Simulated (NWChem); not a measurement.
**C4H6 (Bicyclo[1.1.0]butane) at 6 levels**

Aim: a comparison of 6 runs (HF/STO-3G, HF/cc-pVDZ, PBE0/pcseg-1, PBE/def2-TZVP, MP2/cc-pVDZ, CCSD(T)/cc-pVDZ) of C4H6 (Bicyclo[1.1.0]butane). 

The results are computed with NWChem 7.3.0.

## (1) The molecule

The species is C4H6 (10 atoms), meant as a singlet with charge 0. SMILES: `C1C2CC12`. The coordinates come from a PBE0-D4/def2-TZVP relaxation.

Bond lengths: C1–C2 1.489 Å, C2–C3 1.489 Å, C1–C4 1.489 Å, C2–C4 1.478 Å, C3–C4 1.489 Å, C1–H5 1.086 Å, C1–H6 1.091 Å, C2–H7 1.078 Å, C3–H8 1.091 Å, C3–H9 1.086 Å, C4–H10 1.078 Å. Some angles: C1–C2–C3 98.3°, C1–C2–C4 60.3°, C3–C2–C4 60.3°, C2–C1–C4 59.5°, C2–C3–C4 59.5°, C1–C4–C2 60.3°, C1–C4–C3 98.3°, C2–C4–C3 60.3°, C1–C2–H7 130.1°, C3–C2–H7 130.1°.

## (2) Energy and gradient at HF/STO-3G (run 1)

Input file run.py:

```python
from ase import Atoms
from ase.calculators.nwchem import NWChem

mol = Atoms('CCCCHHHHHH', positions=[
    [-0.500360, 0.926240, -0.506260],
    [-0.480080, -0.553570, -0.339790],
    [0.234320, -0.614330, 0.965540],
    [0.762290, 0.222750, -0.147350],
    [-0.581140, 1.306650, -1.520300],
    [-0.999060, 1.537560, 0.247130],
    [-0.700790, -1.335320, -1.047900],
    [-0.206710, -0.123920, 1.834450],
    [0.771970, -1.530770, 1.190450],
    [1.699560, 0.164700, -0.675970],
])

calc = NWChem(
    label='c4h6',
    theory='scf',
    memory='2200 mb',
    basis='STO-3G',
    basispar='spherical bse',
    scf={'nopen': '0', 'rhf': None, 'thresh': '1e-08', 'maxiter': '80'},
)
mol.calc = calc

forces = mol.get_forces()
print("Total energy (eV):", round(mol.get_potential_energy(), 6))
print("forces (eV/A):")
for s, f in zip(mol.symbols, forces):
    print(f"{s:2s} {f[0]:10.5f} {f[1]:10.5f} {f[2]:10.5f}")
print("dipole (e A):", mol.get_dipole_moment().round(4))
```

The run is started by

```
$ export ASE_NWCHEM_COMMAND="nwchem PREFIX.nwi > PREFIX.nwo"
$ python run.py
```

The log of the run:

```text
Total energy (eV): -4163.333344
forces (eV/A):
C    -0.49298    0.65867    0.52271
C     0.21438   -0.66854   -0.80717
C    -0.31727    0.28992    0.87531
C     0.67903   -0.37749   -0.73436
H    -0.01327   -0.01239    0.14090
H     0.04160   -0.00350   -0.25500
H    -0.20754    0.02700    0.13190
H     0.13977   -0.20939   -0.05842
H    -0.07590    0.11909    0.01532
H     0.03224    0.17663    0.16882
dipole (e A): [ 0.0587 -0.0688 -0.1013]
```

The calculator wrote c4h6.nwi:

```
title "c4h6"

permanent_dir c4h6

scratch_dir c4h6

start c4h6

geometry units angstrom nocenter noautosym noautoz
  C  -5.0036000000000003e-01 9.2623999999999995e-01 -5.0626000000000004e-01
  C  -4.8008000000000001e-01 -5.5357000000000001e-01 -3.3978999999999998e-01
  C  2.3432000000000000e-01 -6.1433000000000004e-01 9.6553999999999995e-01
  C  7.6229000000000002e-01 2.2275000000000000e-01 -1.4735000000000001e-01
  H  -5.8113999999999999e-01 1.3066500000000001e+00 -1.5203000000000000e+00
  H  -9.9905999999999995e-01 1.5375600000000000e+00 2.4712999999999999e-01
  H  -7.0079000000000002e-01 -1.3353200000000001e+00 -1.0479000000000001e+00
  H  -2.0671000000000000e-01 -1.2392000000000000e-01 1.8344499999999999e+00
  H  7.7197000000000005e-01 -1.5307700000000000e+00 1.1904500000000000e+00
  H  1.6995600000000000e+00 1.6470000000000001e-01 -6.7596999999999996e-01
end

memory 2200 mb

basis spherical bse noprint
   * library STO-3G
end

scf
  nopen 0
  rhf
  thresh 1e-08
  maxiter 80
end

task scf gradient
```

c4h6.nwo, cut to the lines that bear on the results:

```text
[...]
      One-electron energy =   -437.706742173587
[... 1 line left out ...]
 Nuclear repulsion energy =    116.967325882125
[... 33 lines left out ...]
                       ROHF Final Molecular Orbital Analysis
[... 190 lines left out ...]
     1   1 0 0      0.110840      0.000000      0.152784
[...]
  wavefunction    =   RHF
                         RHF ENERGY GRADIENTS
    atom               coordinates                        gradient
                 x          y          z           x          y          z
   1 C      -0.945543   1.750340  -0.956693    0.009587  -0.012809  -0.010165
   2 C      -0.907220  -1.046096  -0.642110   -0.004169   0.013001   0.015697
   3 C       0.442801  -1.160915   1.824606    0.006170  -0.005638  -0.017022
[... 6 lines of this table left out ...]
  10 H       3.211703   0.311238  -1.277398   -0.000627  -0.003435  -0.003283
[...]
```

Run time: 1.8 s. Hardware: 1 thread of Intel Xeon 6975P-C (Granite Rapids), shared host; peak memory 0.096 GiB.

## (3) Energy and forces at HF/cc-pVDZ (run 2)

Input file input.nw:

```
START input
memory total 2200 mb
GEOMETRY noautosym nocenter noautoz
   C    -0.500360    0.926240   -0.506260
   C    -0.480080   -0.553570   -0.339790
   C     0.234320   -0.614330    0.965540
   C     0.762290    0.222750   -0.147350
   H    -0.581140    1.306650   -1.520300
   H    -0.999060    1.537560    0.247130
   H    -0.700790   -1.335320   -1.047900
   H    -0.206710   -0.123920    1.834450
   H     0.771970   -1.530770    1.190450
   H     1.699560    0.164700   -0.675970
END
BASIS spherical bse
   * library cc-pVDZ
END
SCF
   thresh 1e-08
   maxiter 80
   print low
END
TASK scf gradient
```

The run is started by

```
$ nwchem input.nw > input.out
```

The log of the run:

```text
[...]
  functions       =    86
[...]
  wavefunction    = RHF
[...]
         Total SCF energy =   -154.883558642478
      One-electron energy =   -439.085417211221
      Two-electron energy =    167.234532686618
 Nuclear repulsion energy =    116.967325882125
        Time for solution =     11.5s
[...]
                         RHF ENERGY GRADIENTS
    atom               coordinates                        gradient
                 x          y          z           x          y          z
   1 C      -0.945543   1.750340  -0.956693    0.001685  -0.002435  -0.001005
   2 C      -0.907220  -1.046096  -0.642110   -0.000810   0.001775   0.002268
   3 C       0.442801  -1.160915   1.824606    0.000671  -0.000303  -0.003045
   4 C       1.440519   0.420936  -0.278451   -0.001737   0.001187   0.002112
   5 H      -1.098195   2.469210  -2.872950    0.000097  -0.000010  -0.000670
   6 H      -1.887950   2.905567   0.467008   -0.000112  -0.000228   0.001653
   7 H      -1.324301  -2.523389  -1.980244    0.000489  -0.000349  -0.000610
   8 H      -0.390625  -0.234175   3.466608   -0.000893   0.001411   0.000088
   9 H       1.458812  -2.892736   2.249624    0.000356  -0.000556  -0.000149
  10 H       3.211703   0.311238  -1.277398    0.000253  -0.000493  -0.000642
[...]
```

It took 14 s on 1 thread of Intel Xeon 6975P-C (Granite Rapids), shared host; peak memory 0.099 GiB.

Runs 3 to 5 aren't shown in full; the table further down has their settings and results.

## (4) A single-point energy at CCSD(T)/cc-pVDZ (run 6)

Input file job.nw:

```
start job
memory total 2200 mb
charge 0

geometry units angstroms noautosym nocenter noautoz
 C       -0.500360       0.926240      -0.506260
 C       -0.480080      -0.553570      -0.339790
 C        0.234320      -0.614330       0.965540
 C        0.762290       0.222750      -0.147350
 H       -0.581140       1.306650      -1.520300
 H       -0.999060       1.537560       0.247130
 H       -0.700790      -1.335320      -1.047900
 H       -0.206710      -0.123920       1.834450
 H        0.771970      -1.530770       1.190450
 H        1.699560       0.164700      -0.675970
end

basis spherical bse
 * library cc-pVDZ
end

scf
 thresh 1e-08
 maxiter 80
end

ccsd
 freeze core 4
 maxiter 60
end

task ccsd(t)
```

The run is started by

```
$ nwchem job.nw > job.out
```

The log of the run:

```text
[...]
  functions       =    86
[...]
  wavefunction    = RHF
[...]
         Total SCF energy =   -154.883558642478
      One-electron energy =   -439.085417211221
      Two-electron energy =    167.234532686618
 Nuclear repulsion energy =    116.967325882125
        Time for solution =     11.5s
[...]
 Total MP2 energy:           -155.432944417627965
[...]
             energy      energy      error      ampl     ampl      Block
                                                time     time      time
[...]
 Total CCSD energy:           -155.471045254479662
[...]
 Total CCSD+T(CCSD) energy:           -155.491942548811068
[...]
 Total CCSD(T) energy:                -155.491623044372716
[...]
```

Wall time 88 s (1 thread of Intel Xeon 6975P-C (Granite Rapids), shared host); peak memory 0.24 GiB.

## (5) Overview of the runs

```
run            level  iteration cap   module  energy (Eh)  dipole moment (D)  HOMO energy (eV)  LUMO energy (eV)  wall time
  1        HF/STO-3G             80      scf  -152.999680               0.65             -8.42             11.20      1.8 s
  2       HF/cc-pVDZ             80      scf  -154.883559                  –                 –                 –       14 s
  3     PBE0/pcseg-1            100      dft  -155.728771               0.81             -7.08              1.76       28 s
  4    PBE/def2-TZVP            100      dft  -155.792463               0.73             -5.84              0.95       62 s
  5      MP2/cc-pVDZ             80      mp2  -155.432944               0.75             -9.66              5.26       29 s
  6  CCSD(T)/cc-pVDZ             80  ccsd(t)  -155.491623                  –             -9.66              5.26       88 s
```

## (6) Outcome

| quantity | value |
| --- | --- |
| run 6: total energy | -155.49162 Eh |
| run 6: HOMO energy (Hartree–Fock orbitals) | -9.66 eV |
| run 6: LUMO energy (Hartree–Fock orbitals) | 5.26 eV |
| run 6: HOMO–LUMO gap (Hartree–Fock orbitals) | 14.92 eV |
| run 6: correlation energy (4 core orbitals frozen) | -608.1 mEh |
| run 6: (T) correction | -20.58 mEh |

Below the HF energy at the same shape and in the same basis (cc-pVDZ): MP2 -549.4 mEh; CCSD(T) -608.1 mEh. Over runs 1, 3, 4, 5 the dipole moment (its size) runs from 0.65 D (HF/STO-3G) to 0.81 D (PBE0/pcseg-1). The two ends differ in method and basis. Over runs 1, 3, 4 the HOMO–LUMO gap runs from 6.79 eV (PBE/def2-TZVP) to 19.62 eV (HF/STO-3G). Totals of different functionals can't be ranked against each other. In run 1 the basis is minimal, so the values are rough. All runs together took 3.7 min, the longest 88 s.
